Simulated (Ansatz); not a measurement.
**BeO, response to strain**

The reference is BeO in the wurtzite structure (space group P6_3mc, No. 186).

```
CELL_PARAMETERS angstrom
      2.71181     0.00000     0.00000
     -1.35591     2.34850     0.00000
      0.00000     0.00000     4.40456
ATOMIC_POSITIONS crystal
  Be 0.66667 0.33333 0.00149
  Be 0.33333 0.66667 0.50149
  O  0.66667 0.33333 0.62371
  O  0.33333 0.66667 0.12371
```

Cartesian axes are those of the cell as printed.

Strains are applied to the cell and any free atomic positions relax; under biaxial strain the out-of-plane vector relaxes too; under stress the whole cell relaxes.

All numbers come from Ansatz (a quantum-chemistry and plane-wave program), PBE, PAW, cutoff 420 eV, no spin-orbit coupling.

Notes on the quantities. energy relative to the base: free energy F.

| case | band gap | energy relative to the base | volume per atom |
|---|---|---|---|
| base | 7.45 eV | 0 meV/atom | 7.01 Å³ |
| biaxial strain −4.06 %, plane normal [001], relaxed out of plane | 7.88 eV | – | 6.54 Å³ |
| biaxial strain +1.95 %, plane normal [001], relaxed out of plane | 7.06 eV | – | 7.24 Å³ |
| isotropic strain +2.78 % | 6.64 eV | +30 meV/atom | 7.61 Å³ |
| isotropic strain +3.99 % | 6.31 eV | +59 meV/atom | 7.89 Å³ |
| uniaxial strain ε_yy = −3.33 % | 7.66 eV | +11 meV/atom | 6.78 Å³ |
| uniaxial strain ε_yy = +0.87 % | 7.35 eV | +0.7 meV/atom | 7.07 Å³ |
| tensor shear ε_yz = −1.68 % | 7.36 eV | +3.4 meV/atom | 7.01 Å³ |
| tensor shear ε_xz = −3.08 % | 7.26 eV | +11 meV/atom | 7.01 Å³ |
| uniaxial stress, 8 GPa compression along x | 7.50 eV | +3.3 meV/atom | 6.93 Å³ |

Beyond what the load breaks, stability against distortions was not tested.
